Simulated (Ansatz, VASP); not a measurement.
## Two plane-wave programs on Pt

Contents of INCAR:

```
SYSTEM = Pt
ALGO = Fast
EDIFF = 1E-6
ENCUT = 520
GGA = RP
ISIF = 2
ISMEAR = -1
LASPH = .TRUE.
LCHARG = .FALSE.
LREAL = .FALSE.
LWAVE = .FALSE.
NBANDS = 11
NELM = 60
PREC = Accurate
SIGMA = 0.1
```

File KPOINTS:

```
k-points
0
G
  13 13 13
  0 0 0
```

File POSCAR:

```
Pt
1.0
    2.6072149834      0.0000000000      0.0000000000
    0.0000000000      2.6072149834      0.0000000000
    0.0000000000      0.0000000000      2.6072149834
Pt
1
Direct
    0.0000000000      0.0000000000      0.0000000000
```

Input for Ansatz:

```yaml
crystal:
  lattice:
    - [2.6072149834, 0.0, 0.0]
    - [0.0, 2.6072149834, 0.0]
    - [0.0, 0.0, 2.6072149834]
  atoms:
    - { symbol: Pt, position: [0.0, 0.0, 0.0] }
hamiltonian:
  xc: rpbe
  pseudopotentials:
    kind: paw
    azcp:
      Pt: "pseudopotentials/Pt.paw.azcp"
basis:
  ecutwfc: 420
  fft_grid_basis: typed
kpoints:
  mp_grid: { grid: [13, 13, 13], shift: [0, 0, 0] }
magnetization:
  spin_polarized: false
scf:
  occupations: { method: fermi_dirac, width: 0.1 }
  lower_state_search: "off"
output:
  stress: true
```

Alike in both runs: task single point; functional RPBE; k mesh 13 × 13 × 13; occupations fermi-dirac, width 0.1 eV; no spin polarisation.

```csv
,VASP,Ansatz
version,VASP 6.6.1,Ansatz 0.2.0
potentials or method,"VASP PAW PBE potentials, release 64 (Pt)","plane waves (420 eV) with PAW, scalar-relativistic"
plane-wave cutoff (eV),520,420
valence electrons in the cell,10,18
```

VASP gave:

```
pressure (GPa) : 7.1
```

**Question.** What did Ansatz give for the same quantities?

**Answer.** Pressure (GPa): 7.6.

The two sets of potentials don't hold the same shells in valence.

Caveats: the PAW data sets were made with another functional, which shifts forces and pressure a little (VASP). The runs have no spin-orbit coupling, so splittings on Pt are missing.
